# Zinc's density of states: a block, a floor and two dips

## The row at -1.4 eV

At 1.4 eV below the Fermi level the total density of states of fcc zinc is 0.24 states per eV. It was 0.28 at -2.9 eV, and it reaches 0.33 at -0.5 eV. Electrons moving freely through a metal should show no such dip, because their density of states only grows with energy. Yet free electrons describe most of this region well, and the dip marks an energy at which the lattice interferes with them.

Density of states of fcc Zn (one atom per cell, 15.16 Å³) at zero pressure, calculated with Ansatz 0.2.0: PBE, plane-wave PAW, scalar-relativistic, no spin polarization, 420 eV cutoff, 18 × 18 × 18 k points, 0.05 eV Gaussian smearing of the occupations. The tetrahedron method gives the densities, averaged over 0.3 eV; s and d are projections on atomic orbitals.

```tsv
energy from the Fermi level (eV)	total (states/(eV cell))	s (states/(eV cell))	d (states/(eV cell))
-8.0	5.87	0.34	5.52
-7.7	5.91	0.09	5.81
-7.4	8.39	0.13	8.23
-7.1	8.31	0.08	8.22
-6.8	3.71	0.08	3.62
-6.5	0.24	0.11	0.13
-6.2	0.22	0.12	0.09
-5.9	0.22	0.14	0.07
-5.6	0.22	0.15	0.06
-5.3	0.22	0.16	0.05
-5.0	0.22	0.16	0.04
-4.7	0.23	0.17	0.04
-4.4	0.23	0.17	0.03
-4.1	0.24	0.17	0.03
-3.8	0.24	0.17	0.03
-3.5	0.25	0.17	0.02
-3.2	0.26	0.17	0.02
-2.9	0.28	0.16	0.02
-2.6	0.28	0.15	0.02
-2.3	0.27	0.14	0.01
-2.0	0.26	0.13	0.01
-1.7	0.25	0.12	0.01
-1.4	0.24	0.11	0.01
-1.1	0.29	0.14	0.01
-0.8	0.32	0.15	0.01
-0.5	0.33	0.15	0.01
-0.2	0.32	0.13	0.01
0.1	0.31	0.12	0.01
0.4	0.31	0.11	0.01
0.7	0.30	0.09	0.01
1.0	0.27	0.07	0.00
1.3	0.29	0.07	0.00
1.6	0.28	0.06	0.00
1.9	0.30	0.08	0.00
2.2	0.35	0.12	0.00
2.5	0.35	0.11	0.00
```

Three limiting cases explain the table: electrons that stay on their atoms, electrons that feel no atoms at all, and nearly free electrons that are reflected by the lattice planes.

## First limit: electrons that stay at home

If the zinc atoms were far apart, all ten 3d states of an atom would lie at nearly the same energy, and the density of states would be a single spike. In the metal the compact 3d orbitals overlap a little, and the spike broadens into a narrow band. At the zone-boundary point X the d levels of this calculation spread over only 1.4 eV. Ten states shared evenly over that width give about 7 states per eV, which is the scale of the block between -8.0 and -6.8 eV. The row at -6.8 eV is lower because the block ends inside the 0.3 eV over which that row is averaged. The table starts inside the block, so its lower edge and the bottom of the outer electrons' band lie below the first row.

The block is tall because it is narrow. Its highest row is 38 times the total at -5.0 eV, although the d shell holds only five times as many electrons as the outer shell. The block is full and lies well below the Fermi level, so it contributes little to conduction or to the electronic heat capacity. PBE places it too high: measurements put it roughly 10 eV below the Fermi level.

## Second limit: electrons that ignore the atoms

The other two electrons of each atom spread through the crystal. Suppose that they feel no atoms and simply fill the volume $V = 15.16$ Å$^3$ that belongs to one atom. The exclusion principle then makes them occupy all waves up to a wavenumber $k_F$:

$$k_F = \left(\frac{3\pi^2 \cdot 2}{V}\right)^{1/3} = 1.575\ \text{Å}^{-1}$$

With $\hbar^2/2m = 3.81$ eV Å$^2$, the highest filled wave lies $E_F = 3.81 \times 1.575^2 \approx 9.45$ eV above the lowest.

The number of electrons up to an energy $\varepsilon$ above the band bottom is $2(\varepsilon/E_F)^{3/2}$. Its slope is the density of states:

$$g(\varepsilon) = \frac{3}{E_F}\sqrt{\frac{\varepsilon}{E_F}}$$

At the Fermi level this gives $3/9.45 \approx 0.317$ states per eV. The table has 0.32 just below the Fermi level and 0.31 just above it. Only the volume and the number of outer electrons entered the estimate.

The same formula gives 1.68 electrons between the top of the block and the Fermi level, and the table's rows add up to 1.71. The low floor therefore holds most of the two outer electrons, spread over many electronvolts.

## Why the s column fades

The s share of the total falls from 73 % at -5.3 eV to 41 % at -0.2 eV, while the d share becomes very small. The slowest waves hardly change across an atom, so they look like s orbitals there. Faster waves have a shorter wavelength and vary more across the atom, so they gain a part that changes sign there, as a p orbital does. The part of the total that is in neither column is therefore best read as mainly p, an assignment that rests on this argument and not on a p projection.

## Third limit: nearly free electrons meet the lattice

A wave that meets a set of lattice planes head-on is reflected when half its wavelength equals their spacing. The incoming and reflected waves then form two standing waves. One piles up charge on the atoms and is s-like; the other has its nodes there and is p-like. They feel the atoms differently, so their energies separate and a gap opens for that direction of travel. Other directions still supply states, and the total dips without reaching zero.

The dip has a characteristic shape. Just below the gap the band flattens, more states fall into each electronvolt, and the total peaks. Inside the gap this direction contributes nothing, and the total sags. Above the gap the next band begins and the total recovers.

The point X can be checked directly. Free electrons would reach it 0.3 eV above the Fermi level. The calculation has two levels there, at -0.95 and 1.79 eV, whose middle is 0.4 eV. The total is high just above the lower level, sags through the gap and recovers from 0.28 at 1.6 eV to 0.35 at 2.2 eV. The s column supplies most of that recovery, which fits an s-like standing wave as the upper level.

The dip at -1.4 eV has the same form. Free electrons reach L, the centre of the nearest zone face, at -2.1 eV. That lies between the maximum near -2.9 eV and the recovery at -1.1 eV, where the s column rises again. I therefore assign this dip to the gap at L, by analogy with X and from the free-electron energy, not from computed levels at L. The lower level at X falls in the same rise, so the two features overlap and the recovery can't be credited to L alone. The total peaks at -0.5 eV, slightly inside the gap at X and not just below it. The overlap may contribute to this, and so may the flatness of the lower band: over the next five computed points past X it climbs only from -0.95 to -0.71 eV. Both dips belong to the fcc lattice of this calculation; natural zinc is hexagonal and has other zone faces.

## Where the floor meets the block

Between -6.2 and -5.0 eV the total stays at 0.22, although free electrons would give a rising curve. Here the spreading band has just emerged from the d levels and still carries some d character. Mixing bends it: between two neighbouring points on the line towards X it climbs 0.78 eV, where a free electron would climb 0.85 eV. A band that climbs more slowly packs more states into each electronvolt, which lifts the foot of the floor. PBE places the d levels too high, so with these levels at their measured depth the lifted foot would be expected at lower energies than in these rows.

## How far the simple picture carries

The free-electron formula was compared with every row above the d block, with no adjustable constant. Its typical miss is 0.03 states per eV, about a tenth of the height of the floor, and the largest misses lie at the foot and in the two dips. The printed analysis below gives the details.

The formula does worse on the bottom of the band, which the calculation puts 0.9 eV deeper than free electrons would. On the line towards X the computed levels point to repulsion from the d levels as the main reason. The band starts out along a free-electron curve drawn from its computed bottom. It drops below that curve as it nears the d levels, and above them it reappears 0.6 to 0.7 eV higher than the curve. The d levels thus push the states above them, and the Fermi level with them, away from the band bottom.

For a similar metal the reasoning runs in the same order. The number of outer electrons and the volume set the height of the floor. A filled compact shell adds a narrow block, and the spacing of the lattice planes decides where the dips fall.

Numerical output:

```
electrons in the five rows -8.0 to -6.8: 9.657
of these in the d column: 9.42
electrons from -6.65 eV to the Fermi level: 1.705
the same count for two free electrons per atom: 1.677
electrons missing from 12, below the window: 0.638
width of the d levels at X, eV: 1.431
ten d states spread evenly over that width, states per eV: 6.988
highest total over total at -5.0 eV, ratio: 38.14
free-electron Fermi energy above the band bottom, eV: 9.451
computed band bottom deeper than free-electron one by, eV: 0.8566
free-electron density of states at the Fermi level, states per eV: 0.3174
rms miss of free electrons above the d block, states per eV: 0.02893
rms miss with the bottom at -10.31 eV instead, states per eV: 0.03466
free electrons less table at -6.5 eV, states per eV: -0.06263
free electrons less table at -5.0 eV, states per eV: -0.002166
free electrons less table at -1.4 eV, states per eV: 0.05296
free electrons less table at 1.0 eV, states per eV: 0.06378
free-electron energy at L from the Fermi level, eV: -2.142
free-electron energy at X from the Fermi level, eV: 0.2951
middle of the two computed levels at X, eV: 0.4205
gap between the two computed levels at X, eV: 2.741
computed band step just above the d block along Gamma-X, eV: 0.777
free-electron step between the same k points, eV: 0.8454
s share of the total at -5.3 eV, percent: 72.73
s share of the total at -0.2 eV, percent: 40.62
s share of the total at 1.6 eV, percent: 21.43
part in neither s nor d at -0.2 eV, states per eV: 0.18
```
